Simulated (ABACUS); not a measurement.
# GaP (F-43m) in ABACUS: further runs, part 2 of 2

ABACUS 3.10.1. Earlier steps stand in the parts before.

### Step 3. Single point, TPSS

Contents of run_abacus.py:

```python
"""ABACUS run from a structure file: ASE reads it, the script writes STRU, KPT and INPUT."""
import re
import subprocess
import spglib
from ase import Atoms
from ase.io import read
from ase.units import Bohr

atoms = read("GaP.cif")
cell, frac, numbers = spglib.standardize_cell((atoms.cell[:], atoms.get_scaled_positions(), atoms.numbers), to_primitive=True, symprec=1e-4)
atoms = Atoms(numbers=numbers, cell=cell, scaled_positions=frac, pbc=True)  # the primitive cell
atoms = atoms[(-atoms.numbers).argsort(kind="stable")]  # ABACUS lists atoms element by element
pseudo = {'Ga': 'Ga_ONCV_PBE-1.2.upf', 'P': 'P_ONCV_PBE-1.2.upf'}
orbital = {'Ga': 'Ga_confined-atom_8au_2s2p2d.orb', 'P': 'P_confined-atom_7au_2s2p1d.orb'}
magmoms = None
kmesh = [8, 8, 8]
params = {
    'suffix': 'GaP',
    'calculation': 'scf',
    'basis_type': 'lcao',
    'pseudo_dir': './',
    'orbital_dir': './',
    'symmetry': 1,
    'dft_functional': 'MGGA_X_TPSS+MGGA_C_TPSS',
    'ecutwfc': 100,
    'pseudo_rcut': 7,
    'nspin': 1,
    'nbands': 13,
    'ks_solver': 'genelpa',
    'smearing_method': 'fd',
    'smearing_sigma': 0.00367493,
    'scf_thr': 1e-07,
    'scf_nmax': 100,
    'mixing_type': 'broyden',
    'mixing_beta': 0.7,
    'cal_force': 1,
    'cal_stress': 1,
    'mixing_tau': 1,
    'out_mul': 1,
    'out_chg': 1,
    'out_pot': 2,
    'out_elf': 1,
}

symbols = atoms.get_chemical_symbols()
elements = list(dict.fromkeys(symbols))
lines = ["ATOMIC_SPECIES"] + [f"{e} {atoms.get_masses()[symbols.index(e)]:.4f} {pseudo[e]}" for e in elements]
if orbital:
    lines += ["", "NUMERICAL_ORBITAL"] + [orbital[e] for e in elements]
lines += ["", "LATTICE_CONSTANT", f"{1 / Bohr:.10f}", "", "LATTICE_VECTORS"]
lines += [" ".join(f"{x:.10f}" for x in v) for v in atoms.cell]
lines += ["", "ATOMIC_POSITIONS", "Direct"]
for e in elements:
    lines += ["", e, "0.0", str(symbols.count(e))]
    for i, p in enumerate(atoms.get_scaled_positions(wrap=False)):
        if symbols[i] == e:
            mag = "" if magmoms is None else " mag " + " ".join(str(x) for x in (magmoms[i] if isinstance(magmoms[i], list) else [magmoms[i]]))
            lines.append(" ".join(f"{x:.10f}" for x in p) + " 1 1 1" + mag)
open("STRU", "w").write("\n".join(lines) + "\n")
open("KPT", "w").write("K_POINTS\n0\nGamma\n%d %d %d 0 0 0\n" % tuple(kmesh))
open("INPUT", "w").write("INPUT_PARAMETERS\n" + "".join(f"{k:<20s}{v}\n" for k, v in params.items()))

done = subprocess.run(['mpirun', '-np', '4', 'abacus'])
if done.returncode:
    raise SystemExit(done.returncode)
log = open("OUT.GaP/running_scf.log").read()
print("final energy (eV):", re.findall(r"FINAL_ETOT_IS (\S+)", log))
```

Contents of GaP.cif:

```cif
data_GaP
_cell_length_a 5.45050000
_cell_length_b 5.45050000
_cell_length_c 5.45050000
_cell_angle_alpha 90.00000000
_cell_angle_beta 90.00000000
_cell_angle_gamma 90.00000000
_space_group_name_H-M_alt 'F-43m'
_space_group_name_Hall 'F -4 2 3'
_space_group_IT_number 216
loop_
_space_group_symop_operation_xyz
'x,y,z'
'y,-x,-z'
'-x,-y,z'
'-y,x,-z'
'x,-y,-z'
'y,x,z'
'-x,y,-z'
'-y,-x,z'
'z,x,y'
'-z,y,-x'
'z,-x,-y'
'-z,-y,x'
'-z,x,-y'
'z,y,x'
'-z,-x,y'
'z,-y,-x'
'y,z,x'
'-x,-z,y'
'-y,z,-x'
'x,-z,-y'
'-y,-z,x'
'x,z,y'
'y,-z,-x'
'-x,z,-y'
'x,y+1/2,z+1/2'
'y,-x+1/2,-z+1/2'
'-x,-y+1/2,z+1/2'
'-y,x+1/2,-z+1/2'
'x,-y+1/2,-z+1/2'
'y,x+1/2,z+1/2'
'-x,y+1/2,-z+1/2'
'-y,-x+1/2,z+1/2'
'z,x+1/2,y+1/2'
'-z,y+1/2,-x+1/2'
'z,-x+1/2,-y+1/2'
'-z,-y+1/2,x+1/2'
'-z,x+1/2,-y+1/2'
'z,y+1/2,x+1/2'
'-z,-x+1/2,y+1/2'
'z,-y+1/2,-x+1/2'
'y,z+1/2,x+1/2'
'-x,-z+1/2,y+1/2'
'-y,z+1/2,-x+1/2'
'x,-z+1/2,-y+1/2'
'-y,-z+1/2,x+1/2'
'x,z+1/2,y+1/2'
'y,-z+1/2,-x+1/2'
'-x,z+1/2,-y+1/2'
'x+1/2,y,z+1/2'
'y+1/2,-x,-z+1/2'
'-x+1/2,-y,z+1/2'
'-y+1/2,x,-z+1/2'
'x+1/2,-y,-z+1/2'
'y+1/2,x,z+1/2'
'-x+1/2,y,-z+1/2'
'-y+1/2,-x,z+1/2'
'z+1/2,x,y+1/2'
'-z+1/2,y,-x+1/2'
'z+1/2,-x,-y+1/2'
'-z+1/2,-y,x+1/2'
'-z+1/2,x,-y+1/2'
'z+1/2,y,x+1/2'
'-z+1/2,-x,y+1/2'
'z+1/2,-y,-x+1/2'
'y+1/2,z,x+1/2'
'-x+1/2,-z,y+1/2'
'-y+1/2,z,-x+1/2'
'x+1/2,-z,-y+1/2'
'-y+1/2,-z,x+1/2'
'x+1/2,z,y+1/2'
'y+1/2,-z,-x+1/2'
'-x+1/2,z,-y+1/2'
'x+1/2,y+1/2,z'
'y+1/2,-x+1/2,-z'
'-x+1/2,-y+1/2,z'
'-y+1/2,x+1/2,-z'
'x+1/2,-y+1/2,-z'
'y+1/2,x+1/2,z'
'-x+1/2,y+1/2,-z'
'-y+1/2,-x+1/2,z'
'z+1/2,x+1/2,y'
'-z+1/2,y+1/2,-x'
'z+1/2,-x+1/2,-y'
'-z+1/2,-y+1/2,x'
'-z+1/2,x+1/2,-y'
'z+1/2,y+1/2,x'
'-z+1/2,-x+1/2,y'
'z+1/2,-y+1/2,-x'
'y+1/2,z+1/2,x'
'-x+1/2,-z+1/2,y'
'-y+1/2,z+1/2,-x'
'x+1/2,-z+1/2,-y'
'-y+1/2,-z+1/2,x'
'x+1/2,z+1/2,y'
'y+1/2,-z+1/2,-x'
'-x+1/2,z+1/2,-y'
loop_
_atom_site_label
_atom_site_type_symbol
_atom_site_symmetry_multiplicity
_atom_site_Wyckoff_symbol
_atom_site_fract_x
_atom_site_fract_y
_atom_site_fract_z
_atom_site_occupancy
Ga1 Ga 4 a 0.0000000000 0.0000000000 0.0000000000 1
P1 P 4 c 0.2500000000 0.2500000000 0.2500000000 1
```

Potentials or basis: SG15 ONCV 1.2 PBE, DZP LCAO (the cutoffs set its grid).

Started as:

```
$ OMP_NUM_THREADS=1 python run_abacus.py > log
```

Wall time 12 s (4 MPI ranks of Intel Xeon 6975P-C (Granite Rapids), shared host); peak memory 0.44 GiB.

The run converged. Its results:

| Property | Result |
| --- | --- |
| Free energy | -1962.3463 eV |
| Pressure | 3.9 GPa |
| Band gap on the k mesh | 1.71 eV, indirect (least direct gap 2.20 eV) |
| Mulliken charges | Ga -0.24; P +0.24 e |

Levels at points of the mesh, in eV from the valence-band top:
```csv
k point,band 7,band 8,band 9,band 10,band 11,band 12
"(0.00, 0.00, 0.00)",0.00,0.00,0.00,2.20,4.04,4.04
"(0.50, 0.50, 0.50)",-6.73,-1.14,-1.14,1.85,4.87,4.87
"(0.50, 0.50, 0.00)",-6.82,-2.74,-2.74,1.71,2.00,10.96
```

Caveat: the atomic orbitals were generated for these runs and aren't a published set; Mulliken charges move with the basis; the potentials were made for another functional, which shifts forces and pressure; the basis of atomic orbitals isn't converged, which shifts pressures, moduli and gaps.

### Step 4. Single point, r2SCAN

Changes to run_abacus.py since step 3:

```diff
@@ -23,3 +23,3 @@
     'symmetry': 1,
-    'dft_functional': 'MGGA_X_TPSS+MGGA_C_TPSS',
+    'dft_functional': 'MGGA_X_R2SCAN+MGGA_C_R2SCAN',
     'ecutwfc': 100,
```

GaP.cif is that of step 3.

Started as:

```
$ OMP_NUM_THREADS=1 python run_abacus.py > log
```

Wall time 12 s (4 MPI ranks of Intel Xeon 6975P-C (Granite Rapids), shared host); peak memory 0.44 GiB.

It converged, with:

```
Free energy            : -1950.4446 eV
Pressure               : 0.5 GPa
Band gap on the k mesh : 1.87 eV, indirect (least direct gap 2.16 eV)
Mulliken charges       : Ga -0.29; P +0.29 e
```

Levels at points of the mesh, in eV from the valence-band top:
| k point | band 6 | band 7 | band 8 | band 9 | band 10 | band 11 | band 12 | band 13 |
| --- | --- | --- | --- | --- | --- | --- | --- | --- |
| (0.00, 0.00, 0.00) | -13.14 | 0.00 | 0.00 | 0.00 | 2.16 | 4.09 | 4.09 | 4.09 |
| (0.50, 0.50, 0.50) | -10.97 | -6.99 | -1.22 | -1.22 | 1.87 | 5.04 | 5.04 | 9.87 |
| (0.50, 0.50, 0.00) | -10.02 | -7.15 | -2.87 | -2.87 | 1.93 | 2.09 | 11.24 | 11.24 |

Caveat: the atomic orbitals were generated for these runs and aren't a published set; Mulliken charges move with the basis; the potentials were made for another functional, which shifts forces and pressure; the basis of atomic orbitals isn't converged, which shifts pressures, moduli and gaps.

### Step 5. The reference run

An earlier run on the cell as given: functional PBEsol; potentials or basis PseudoDojo NC SR 0.4.1 PBEsol standard; cutoff 1102 eV; density cutoff 4408 eV; basis plane waves; k mesh 8 × 8 × 8; occupations fermi-dirac, width 0.05 eV; no spin polarisation.

* Pressure: -0.5 GPa
* Band gap on the k mesh: 1.52 eV, indirect (least direct gap 1.74 eV)

### Step 6. Summary

```tsv
level	potentials or basis	cutoff (eV)	SCF threshold on the density	eigensolver	gap on the mesh (eV)	pressure (GPa)
PW91	SG15 ONCV 1.2 PBE, DZP LCAO (the cutoffs set its grid)	1361	1e-07	genelpa	1.66	3.9
TPSS	SG15 ONCV 1.2 PBE, DZP LCAO (the cutoffs set its grid)	1361	1e-07	genelpa	1.71	3.9
r2SCAN	SG15 ONCV 1.2 PBE, DZP LCAO (the cutoffs set its grid)	1361	1e-07	genelpa	1.87	0.5
PBEsol	PseudoDojo NC SR 0.4.1 PBEsol standard, plane waves	1102	1e-08	dav	1.52	-0.5
```

Alike in all rows: task single point; no spin polarisation; cell as given; k mesh 8 × 8 × 8; smearing fermi-dirac 0.05 eV.

Caveats: the atomic orbitals were generated for these runs and aren't a published set (some runs); the potentials were made for another functional, which shifts forces and pressure (some runs); the basis of atomic orbitals isn't converged, which shifts pressures, moduli and gaps (some runs).

Absolute energies hang on the potentials; compare differences alone.

### Step 7. How close it comes

Step 2. A measured gap of GaP is 2.34 eV (indirect; 10 K; quoted in “Stacking defects in GaP nanowires: Electronic structure and optical properties”, 2018, arxiv:1810.01194); the calculated 1.66 eV misses it by -0.68 eV. Spin-orbit coupling on Ga is left out. The value is that of PW91 in an atomic basis (SG15 ONCV 1.2 PBE, DZP LCAO (the cutoffs set its grid)), whose error adds to the functional's, on a finite k mesh, which can miss the band edges, without temperature or zero-point motion. Semilocal functionals fall short of measured gaps as a rule.

Step 3. Against the measured gap of GaP, 2.34 eV (indirect; 10 K; quoted in “Stacking defects in GaP nanowires: Electronic structure and optical properties”, 2018, arxiv:1810.01194), the calculated 1.71 eV is off by -0.63 eV. Spin-orbit coupling on Ga is left out. The value is that of TPSS in an atomic basis (SG15 ONCV 1.2 PBE, DZP LCAO (the cutoffs set its grid)), whose error adds to the functional's, on a finite k mesh, which can miss the band edges, without temperature or zero-point motion.

Step 4. Against the measured gap of GaP, 2.34 eV (indirect; 10 K; quoted in “Stacking defects in GaP nanowires: Electronic structure and optical properties”, 2018, arxiv:1810.01194), the calculated 1.87 eV is off by -0.47 eV. Spin-orbit coupling on Ga is left out. The value is that of r2SCAN in an atomic basis (SG15 ONCV 1.2 PBE, DZP LCAO (the cutoffs set its grid)), whose error adds to the functional's, on a finite k mesh, which can miss the band edges, without temperature or zero-point motion.
